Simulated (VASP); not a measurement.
# Fe (Fmmm) in VASP: single point with r2SCAN

Aim: the single point of Fe with r2SCAN.

Program: VASP 6.6.1. These are calculated values, not measurements. Logs are shortened: lines on timing, memory, paths and dates and some standing lists are left out, and cuts for length are marked.

## (1) Starting point

It takes space group Fmmm (No. 69, orthorhombic). The conventional cell has a = 2.997 Å, b = 3.883 Å, c = 3.930 Å, α = 90.00°, β = 90.00°, γ = 90.00°. Fe (site symmetry mmm) is surrounded by 12 Fe at 2.45 to 2.76 Å.

## (2) Single point, r2SCAN, collinear spin, typed start

Input file POSCAR:

```
Fe
1.0
    0.0000000000      1.9417396906      1.9651051623
    1.4984397099      0.0000000000      1.9651051623
    1.4984397099      1.9417396906      0.0000000000
Fe
1
Direct
    0.0000000000      0.0000000000      0.0000000000
```

Input file INCAR.step1:

```
SYSTEM = Fe
  ALGO = Normal
  EDIFF = 1E-4
  ENCUT = 520
  GGA = PE
  ISMEAR = 0
  ISPIN = 2
  LASPH = .TRUE.
  LCHARG = .FALSE.
  LMAXMIX = 4
  LREAL = .FALSE.
  LWAVE = .TRUE.
  MAGMOM = 4
  NBANDS = 14
  NELM = 150
  PREC = Accurate
  SIGMA = 0.1
```

Input file INCAR.step2:

```
SYSTEM = Fe
  ALGO = Normal
  EDIFF = 1E-6
  ENCUT = 520
  ISIF = 2
  ISMEAR = 0
  ISPIN = 2
  ISTART = 1
  LASPH = .TRUE.
  LCHARG = .FALSE.
  LMAXMIX = 4
  LMIXTAU = .TRUE.
  LORBIT = 11
  LREAL = .FALSE.
  LWAVE = .FALSE.
  MAGMOM = 4
  METAGGA = R2SCAN
  NBANDS = 14
  NELM = 150
  PREC = Accurate
  SIGMA = 0.1
```

Input file KPOINTS:

```
k-points
0
G
  8 8 8
  0 0 0
```

Potentials or basis: VASP PAW PBE potentials, release 64 (Fe).

Run with:

```sh
$ cat potpaw_PBE.64/Fe/POTCAR > POTCAR
$ cp INCAR.step1 INCAR
$ mpirun -np 1 vasp_std > vasp.out
$ cp INCAR.step2 INCAR
$ mpirun -np 1 vasp_std > vasp.out
```

OUTCAR:

```text
SYSTEM = Fe
   EDIFF = 1E-6
   ENCUT = 520
   ISIF = 2
   ISMEAR = 0
   ISPIN = 2
   ISTART = 1
   LASPH = .TRUE.
   LORBIT = 11
   LREAL = .FALSE.
   METAGGA = R2SCAN
   NELM = 150
   PREC = Accurate

 ion  position               nearest neighbor table
   1  0.000  0.000  0.000-

  LATTYP: Found a face centered orthorhombic cell.
 ALAT       =     2.9968794198
 B/A-ratio  =     1.2958410524
 C/A-ratio  =     1.3114342535

  Lattice vectors:

 A1 = (   0.0000000000,   1.9417396906,   1.9651051623)
 A2 = (   1.4984397099,   0.0000000000,   1.9651051623)
 A3 = (   1.4984397099,   1.9417396906,   0.0000000000)

Analysis of symmetry for initial positions (statically):
=====================================================================
 Subroutine PRICEL returns:
 Original cell was already a primitive cell.

 Routine SETGRP: Setting up the symmetry group for a
 face centered orthorhombic supercell.

 Subroutine GETGRP returns: Found  8 space group operations
 (whereof  8 operations were pure point group operations)
 out of a pool of  8 trial point group operations.

The static configuration has the point symmetry D_2h.

Analysis of symmetry for dynamics (positions and initial velocities):
=====================================================================
 Subroutine PRICEL returns:
 Original cell was already a primitive cell.

 Routine SETGRP: Setting up the symmetry group for a
 face centered orthorhombic supercell.

 Subroutine GETGRP returns: Found  8 space group operations
 (whereof  8 operations were pure point group operations)
 out of a pool of  8 trial point group operations.

The dynamic configuration has the point symmetry D_2h.

Analysis of structural, dynamic, and magnetic symmetry:
=====================================================================
 Subroutine PRICEL returns:
 Original cell was already a primitive cell.

 Routine SETGRP: Setting up the symmetry group for a
 face centered orthorhombic supercell.

 Subroutine GETGRP returns: Found  8 space group operations
 (whereof  8 operations were pure point group operations)
 out of a pool of  8 trial point group operations.

The overall configuration has the point symmetry D_2h.

 Subroutine INISYM returns: Found  8 space group operations
 (whereof  8 operations are pure point group operations),
 and found     1 'primitive' translations

----------------------------------------------------------------------------------------

                                     Primitive cell

  volume of cell :      11.4353

  direct lattice vectors                    reciprocal lattice vectors
     0.000000000  1.941739691  1.965105162    -0.333680426  0.257501045  0.254439309
     1.498439710  0.000000000  1.965105162     0.333680426 -0.257501045  0.254439309
     1.498439710  1.941739691  0.000000000     0.333680426  0.257501045 -0.254439309

  length of vectors
     2.762605894  2.471226388  2.452687218     0.492329947  0.492329947  0.492329947

  position of ions in fractional coordinates (direct lattice)
     0.000000000  0.000000000  0.000000000

  ion indices of the primitive-cell ions
   primitive index   ion index
                 1           1

----------------------------------------------------------------------------------------

 KPOINTS: k-points

Automatic generation of k-mesh.
 Grid dimensions read from file:
 generate k-points for:    8    8    8

 Generating k-lattice:

  Cartesian coordinates                     Fractional coordinates (reciprocal lattice)
    -0.041710053  0.032187631  0.031804914     0.125000000  0.000000000  0.000000000
     0.041710053 -0.032187631  0.031804914     0.000000000  0.125000000 -0.000000000
     0.041710053  0.032187631 -0.031804914     0.000000000 -0.000000000  0.125000000

  Length of vectors
     0.061541243  0.061541243  0.061541243

  Shift w.r.t. Gamma in fractional coordinates (k-lattice)
     0.000000000  0.000000000  0.000000000

 Subroutine IBZKPT returns following result:
 ===========================================

 Found     95 irreducible k-points:

 Following reciprocal coordinates:
            Coordinates               Weight
  0.000000  0.000000  0.000000      1.000000
  0.125000 -0.000000 -0.000000      8.000000
  0.250000 -0.000000 -0.000000      8.000000
  0.375000 -0.000000 -0.000000      8.000000
  0.500000 -0.000000 -0.000000      4.000000
  0.125000  0.125000  0.000000      2.000000
[... 16 lines left out ...]
  0.250000 -0.000000  0.125000      8.000000
  0.375000 -0.000000  0.125000      8.000000
 [... further k-points ...]
   k-points           NKPTS =     95   k-points in BZ     NKDIM =     95   number of bands    NBANDS=     14
   number of dos      NEDOS =    301   number of ions     NIONS =      1
   total plane-waves  NPLWV =   7776
   dimension x,y,z NGX =    24 NGY =   18 NGZ =   18
   dimension x,y,z NGXF=    48 NGYF=   36 NGZF=   36
   ions per type =               1
   NGX,Y,Z   is equivalent  to a cutoff of  14.44, 12.11, 12.20 a.u.
   NGXF,Y,Z  is equivalent  to a cutoff of  28.89, 24.22, 24.40 a.u.
 SYSTEM =  Fe
   PREC   = accura    normal or accurate (medium, high low for compatibility)
   ISTART =      1    job   : 0-new  1-cont  2-samecut
   ICHARG =      0    charge: 1-file 2-atom 10-const
   ISPIN  =      2    spin polarized calculation?
   LNONCOLLINEAR =      F non collinear calculations
   LSORBIT =      F    spin-orbit coupling
   LASPH  =      T    aspherical Exc in radial PAW
   ENCUT  =  520.0 eV  38.22 Ry    6.18 a.u.   5.14  4.59  4.56*2*pi/ulx,y,z
   NELM   =    150;   NELMIN=  2; NELMDL=  0     # of ELM steps
   EDIFF  = 0.1E-05   stopping-criterion for ELM
   LREAL  =      F    real-space projection
   EDIFFG = 0.1E-04   stopping-criterion for IOM
   NSW    =      0    number of steps for IOM
   IBRION =     -1    ionic relax: 0-MD 1-quasi-New 2-CG
   NFREE  =      0    steps in history (QN), initial steepest desc. (CG)
   ISIF   =      2    stress and relaxation
   ISYM   =      2    0-nonsym 1-usesym 2-fastsym
   POTIM  = 0.5000    time-step for ionic-motion
   TEBEG  =    0.0;   TEEND  =   0.0 temperature during run
   PSTRESS=    0.0 pullay stress
   NELECT =       8.0000    total number of electrons
   NUPDOWN=      -1.0000    fix difference up-down
   EMIN   =  10.00;   EMAX   =-10.00  energy-range for DOS
   EFERMI =   0.00;   METHOD = LEGACY
   ISMEAR =     0;   SIGMA  =   0.10  broadening in eV -4-tet -1-fermi 0-gaus
   EFERMI_NEDOS =   21; number of points for ismear=-14 and -15
   IALGO  =     38    algorithm
   IMIX   =      4    mixing-type and parameters
     AMIX     =   0.40;   BMIX     =  1.00
     AMIX_MAG =   1.60;   BMIX_MAG =  1.00
  volume/ion in A,a.u.               =      11.44        77.17
  Fermi-wavevector in a.u.,A,eV,Ry     =   1.453303  2.746344 28.736719  2.112089
  Thomas-Fermi vector in A             =   2.570585
   LORBIT       =     11    0 simple, 1 ext, 2 COOP (PROOUT), +10 PAW based schemes
   METAGGA = R2SCAN    functional components
   LHFCALC =     F    Hartree Fock is set to
   AEXX    =    0.0000 exact exchange contribution
   IVDW    =     0    specifies the selected vdW correction
   LEPSILON=     F    determine dielectric tensor
   LRPA    =     F    only Hartree local field effects (RPA)
 spin polarized calculation
 Gauss-broadening in eV      SIGMA  =   0.10
  energy-cutoff  :      520.00
  volume of cell :       11.44
 maximum number of plane-waves:       337
 NGX is ok and might be reduce to    24
   NGX = 11   NGY =  9   NGZ =  9

 number of electron       8.0000000 magnetization       2.6519883

 Free energy of the ion-electron system (eV)
  ---------------------------------------------------
  ext. energy  EPLUGINS =         0.00000000
  ---------------------------------------------------
  free energy    TOTEN  =       -14.35041528 eV

  energy without entropy =      -14.34782223  energy(sigma->0) =      -14.34911876

 E-fermi :   5.7711     XC(G=0): -14.1994

 val. band max:        5.7278560988   @ k =  -0.1250   0.1250   0.0000
 cond. band min:       5.7752746525   @ k =   0.5000   0.2500   0.2500
 fundamental gap:      0.0474185537
 Fermi energy:         5.7711135286

 spin component 1

 k-point     1 :       0.0000    0.0000    0.0000
  band No.  band energies     occupation
      1      -2.9110      1.00000
      2       2.5366      1.00000
      3       2.6095      1.00000
      4       2.9008      1.00000
      5       3.7234      1.00000
      6       4.0902      1.00000
      7      30.6074      0.00000
      8      32.0870      0.00000
      9      32.3542      0.00000
     10      36.1647      0.00000
     11      37.4317      0.00000
     12      37.5950      0.00000
     13      37.6575      0.00000
     14      37.7535      0.00000
[... 375 lines left out ...]
 k-point    24 :       0.3750   -0.0000    0.1250
  band No.  band energies     occupation
      1       0.4101      1.00000
      2       2.0801      1.00000
      3       2.4950      1.00000
      4       3.5970      1.00000
      5       4.2864      1.00000
      6       5.0906      1.00000
      7      18.5129      0.00000
      8      24.3090      0.00000
      9      27.4701      0.00000
     10      31.9205      0.00000
     11      35.2216      0.00000
     12      38.2227      0.00000
     13      43.7741      0.00000
     14      45.2391      0.00000

 [... further k-points ...]

 spin component 2

 k-point     1 :       0.0000    0.0000    0.0000
  band No.  band energies     occupation
      1      -3.4955      1.00000
      2       5.8109      0.28671
      3       5.9809      0.00150
      4       6.6036      0.00000
      5       7.8788      0.00000
      6       8.6831      0.00000
      7      30.0900      0.00000
      8      31.8741      0.00000
      9      32.2353      0.00000
     10      36.9596      0.00000
     11      37.8231      0.00000
     12      39.3970      0.00000
     13      39.4751      0.00000
     14      40.0643      0.00000
[... 375 lines left out ...]
 k-point    24 :       0.3750   -0.0000    0.1250
  band No.  band energies     occupation
      1       0.6583      1.00000
      2       4.9363      1.00000
      3       5.2659      1.00000
      4       7.6705      0.00000
      5       8.5023      0.00000
      6       8.7256      0.00000
      7      19.7568      0.00000
      8      24.9169      0.00000
      9      28.8518      0.00000
     10      32.3707      0.00000
     11      36.3789      0.00000
     12      39.5750      0.00000
     13      44.9870      0.00000
     14      46.7649      0.00000

 [... further k-points ...]

------------------------ aborting loop because EDIFF is reached ----------------------------------------

  FORCE on cell =-STRESS in cart. coord.  units (eV):
  Direction    XX          YY          ZZ          XY          YZ          ZX
  --------------------------------------------------------------------------------------
  -------------------------------------------------------------------------------------
  Total        0.2330202      0.6581266      0.4917398      0.0000000      0.0000000      0.0000000
  in kB       32.6481100     92.2091358     68.8969237      0.0000000      0.0000000      0.0000000
  external PRESSURE =      64.5847232 kB  Pullay stress =       0.0000000 kB

 VOLUME and BASIS-vectors are now :
 -----------------------------------------------------------------------------
  energy-cutoff  :      520.00
  volume of cell :       11.44
      direct lattice vectors                 reciprocal lattice vectors
     0.000000000  1.941739691  1.965105162    -0.333680426  0.257501045  0.254439309
     1.498439710  0.000000000  1.965105162     0.333680426 -0.257501045  0.254439309
     1.498439710  1.941739691  0.000000000     0.333680426  0.257501045 -0.254439309

 POSITION                                       TOTAL-FORCE (eV/Angst)
 -----------------------------------------------------------------------------------
      0.00000      0.00000      0.00000        -0.000000      0.000000      0.000000
 -----------------------------------------------------------------------------------
    total drift:                                0.000000      0.000000     -0.000000

  FREE ENERGIE OF THE ION-ELECTRON SYSTEM (eV)
  ---------------------------------------------------
  free  energy   TOTEN  =       -14.3504152811 eV

  energy  without entropy=      -14.3478222339  energy(sigma->0) =      -14.34911876

 total charge

# of ion       s       p       d       tot
------------------------------------------
    1        0.492   0.574   6.195   7.261

 magnetization (x)

# of ion       s       p       d       tot
------------------------------------------
    1       -0.013  -0.114   2.834   2.708
```

Run time: 54 s. Hardware: 1 thread of Intel Xeon Platinum 8559C (Emerald Rapids), shared host; peak memory 0.15 GiB.

What came out:

```yaml
Free_energy: -14.3504 eV
Pressure: 6.5 GPa
Band_gap_on_the_k_mesh: none (metal or under the smearing width)
Net_moment: 2.65 μB per cell
Site_moments: Fe +2.71 μB
Valence_electrons_inside_the_program's_atomic_spheres: Fe 7.26
```

Levels at points of the mesh, in eV from the Fermi level:
Spin up:
```tsv
k point	band 1	band 2	band 3	band 4	band 5	band 6	band 7	band 8	band 9	band 10
(0.00, 0.00, 0.00)	-8.68	-3.23	-3.16	-2.87	-2.05	-1.68	24.84	26.32	26.58	30.39
(0.50, 0.00, 0.00)	-5.47	-3.97	-2.13	-1.54	-0.54	0.34	6.89	19.69	21.66	24.49
(0.50, 0.50, 0.00)	-5.56	-4.47	-1.52	-1.43	-0.44	0.91	7.62	18.00	19.14	22.82
(0.50, 0.00, 0.50)	-5.56	-4.46	-1.56	-1.48	-0.34	1.15	7.90	17.76	18.90	22.58
(0.00, 0.50, 0.50)	-5.53	-5.34	-0.89	-0.72	-0.59	8.11	11.25	11.26	14.66	16.73
```
Spin down:
```csv
k point,band 1,band 2,band 3,band 4,band 5,band 6,band 7
"(0.00, 0.00, 0.00)",-9.27,0.04,0.21,0.83,2.11,2.91,24.32
"(0.50, 0.00, 0.00)",-3.69,-0.84,-0.21,2.05,2.91,3.46,9.20
"(0.50, 0.50, 0.00)",-3.59,-1.71,0.41,2.94,2.98,3.48,9.93
"(0.50, 0.00, 0.50)",-3.54,-1.64,0.67,2.85,2.91,3.49,10.19
"(0.00, 0.50, 0.50)",-2.93,-2.78,3.14,3.19,3.21,8.34,11.71
```

Caveat: the k mesh is coarse (spacing up to 0.39 Å⁻¹), so the values aren't converged; the PAW data sets were made with another functional, which shifts forces and pressure a little.
